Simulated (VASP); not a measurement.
## BaTiO3: relaxation of cell and atoms with PBEsol

The system is BaTiO3.

```
Ba Ti O
1.0
     2.82737    1.63238    2.31839
    -2.82737    1.63238    2.31839
     0.00000   -3.26476    2.31839
Ba Ti O
1 1 3
Direct
  0.00000 0.00000 0.00000
  0.48450 0.48450 0.48450
  0.50860 0.50860 0.01750
  0.01750 0.50860 0.50860
  0.50860 0.01750 0.50860
```

```
Program                : VASP 6.6.1
Task                   : relaxation of cell and atoms
Functional             : PBEsol
Potentials or basis    : VASP PAW PBE potentials, release 64 (Ba_sv, Ti_sv, O)
Cutoff                 : 600 eV
k mesh                 : 7 × 7 × 7
Occupations            : gaussian, width 0.03 eV
Spin                   : no spin polarisation
Further INCAR settings : ALGO = Normal; EDIFF = 1e-06; IBRION = 2; EDIFFG = -0.01; NSW = 90; ISIF = 3
```

```yaml
Relaxed_volume: 12.83 Å³/atom
Relaxed_cell: a = 4.003 Å, b = 4.003 Å, c = 4.003 Å, α = 89.87°, β = 89.87°, γ = 89.87°
Space_group_after_relaxing_to_0.05_Å: R3m (No. 160)
Energy_gained_by_relaxing: 0.5 meV/atom
Ionic_steps: 5
Pressure_after_relaxing: 0.0 GPa
Largest_force_after_relaxing: 0.010 eV/Å
Band_gap_on_the_k_mesh: 2.33 eV, indirect (least direct gap 2.64 eV)
```

Forces in eV/Å, atoms in the order of the input:
```
Ba   0.000  0.000 -0.010
Ti   0.000  0.000  0.004
O    0.000 -0.009  0.002
O    0.008  0.005  0.002
O   -0.008  0.005  0.002
```

Step by step:
| step | energy change (eV) | largest force (eV/Å) | pressure (GPa) | volume (Å³) |
| --- | --- | --- | --- | --- |
| 1 | 0.0000 | 0.1371 | 0.47 | 64.20 |
| 2 | -0.0011 | 0.0700 | -0.84 | 64.55 |
| 3 | -0.0013 | 0.0871 | -0.45 | 64.44 |
| 4 | -0.0022 | 0.0327 | -0.12 | 64.24 |
| 5 | -0.0023 | 0.0099 | 0.04 | 64.16 |

Final structure:
```cif
data_structure
_symmetry_space_group_name_H-M 'P 1'
_symmetry_Int_Tables_number 1
_cell_length_a 4.0034
_cell_length_b 4.0034
_cell_length_c 4.0034
_cell_angle_alpha 89.869
_cell_angle_beta 89.869
_cell_angle_gamma 89.869
_cell_volume 64.16
loop_
_atom_site_label
_atom_site_type_symbol
_atom_site_fract_x
_atom_site_fract_y
_atom_site_fract_z
_atom_site_occupancy
Ba1 Ba 0.99817 0.99817 0.99817 1
Ti1 Ti 0.48597 0.48597 0.48597 1
O1 O 0.50935 0.50935 0.01635 1
O2 O 0.01635 0.50935 0.50935 1
O3 O 0.50935 0.01635 0.50935 1
```

Levels at points of the mesh, in eV from the valence-band top:
| k point | band 16 | band 17 | band 18 | band 19 | band 20 | band 21 | band 22 | band 23 | band 24 |
| --- | --- | --- | --- | --- | --- | --- | --- | --- | --- |
| (0.00, 0.00, 0.00) | -1.25 | -1.03 | -0.44 | -0.31 | -0.31 | 2.33 | 2.33 | 2.47 | 4.50 |

Wall time 69 s on 2 MPI ranks on Intel(R) Xeon(R) Platinum 8488C (Sapphire Rapids), on a shared host, peak memory 0.24 GiB a rank.

Caveat: the PAW data sets were made with another functional, which shifts forces and pressure a little; spin-orbit coupling is left out, which moves the levels of the heavy elements; an odd mesh through Γ misses points on the zone boundary, where band edges often lie.
